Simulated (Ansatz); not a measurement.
**Energy ranking of SrTi2O4 structures**

Computed with DFT PBE, scalar-relativistic, plane waves, PAW (Ansatz). Settings: cutoff 420 eV, Γ-centred meshes spaced at most about 0.3 Å⁻¹, and about 0.25 Å⁻¹ or finer for metals (2π included), Gaussian smearing. Cells run with spin keep no moment; the others have no spin polarisation.

Energies over the elements count from the elements' standard structures at the same level (O₂ as a molecule), with no fitted energy shifts.

All energies are static (0 K, no zero-point motion). Only the structures computed here compete, so a lower one can exist. In such compounds of Ti a zero gap at this level may well be an artefact, since no Hubbard U is applied. A magnetic state wasn't ruled out in cells without spin, among them Cmcm, P2/m.

Invented guesses were relaxed alike, and ends that match in structure were merged. ΔE counts from the first row. Coordination counts O atoms around Sr and Ti (those within 1.25 times the shortest such distance or 1.15 times the sum of covalent radii, 1.27 where that leaves under three; a plus sign parts nearer from farther groups). The ends were matched against large subsets of the Crystallography Open Database and the Materials Project, so a missing match doesn't prove that a structure is unreported.

```tsv
#	reached from	type and space group	atoms	Å³/atom	coordination	ΔE (meV/atom)	gap on mesh (eV)	in databases
1	a cell proposed by chemical analogy	Cmcm (No. 63)	14	11.6	Sr 6+3, Ti 6	0	0.00	no match
2	a cell proposed by chemical analogy	P2/m (No. 10)	7	13.3	Sr 6, Ti 6	99	0.00	no match
3	a cell proposed by chemical analogy	spinel, Fd-3m (No. 227)	14	13.2	Sr 4, Ti 6	111	0.00	no match
```

The lowest: Space group Cmcm (No. 63), orthorhombic, a = 3.179 Å, b = 9.911 Å, c = 10.275 Å. Sr is surrounded by 6 O at 2.49–2.50 Å, 2 O at 2.83 Å, 1 O at 3.03 Å, 2 Sr at 3.18 Å, 2 Ti at 3.19 Å and 8 Ti at 3.47–3.58 Å; Ti has 6 O at 1.99–2.14 Å, 1 Ti at 2.78 Å, 4 Ti at 3.18–3.22 Å, 1 Sr at 3.19 Å, 4 Sr at 3.47–3.58 Å, 1 O at 3.60 Å and 6 O at 3.75–3.78 Å; around O on a site of symmetry m2m lie 2 Ti at 1.99 Å and 2 Sr at 2.49 Å; O on a site of symmetry m has 1 Ti at 2.01 Å, 2 Ti at 2.14 Å and 2 Sr at 2.50 Å; O on a site of symmetry 2/m has 4 Ti at 2.11 Å, 2 O at 2.80 Å and 2 Sr at 2.83 Å. Its energy over the elements is −2.87 eV/atom. Whether it is stable depends on the other phases of the system, which aren't compared here. An observed structure of this formula, if there is one, may be missing.

```
Sr Ti O
1.0
     1.58959   -4.95547    0.00000
     1.58959    4.95547    0.00000
     0.00000    0.00000   10.27478
Sr Ti O
2 4 8
Direct
  0.38107 0.61893 0.25000
  0.61893 0.38107 0.75000
  0.87577 0.12423 0.93764
  0.87577 0.12423 0.56236
  0.12423 0.87577 0.43764
  0.12423 0.87577 0.06236
  0.92504 0.07496 0.75000
  0.23691 0.76309 0.89980
  0.23691 0.76309 0.60020
  0.07496 0.92504 0.25000
  0.76309 0.23691 0.39980
  0.76309 0.23691 0.10020
  0.50000 0.50000 0.00000
  0.50000 0.50000 0.50000
```

The second: Space group P2/m (No. 10), monoclinic, a = 4.991 Å, b = 3.077 Å, c = 6.054 Å, β = 90.2°. Around Sr lie 6 O at 2.52–2.55 Å, 2 Ti at 3.03 Å and 2 Sr at 3.08 Å; Ti on its first site has 6 O at 2.06–2.10 Å and 6 Ti at 2.93–3.08 Å; Ti on its second site has 6 O at 2.02–2.10 Å, 6 Ti at 2.93–3.08 Å and 2 Sr at 3.03 Å; O on its first site has 3 Ti at 2.10 Å and 2 Sr at 2.52 Å; 1 more site not described. Counting O atoms around Sr and Ti, the first has Sr 6+3, Ti 6 and the second has Sr 6, Ti 6. Cells relaxed within their symmetry can be saddle points. Some types were kept out of the candidates beforehand, so the set may lack a known form.
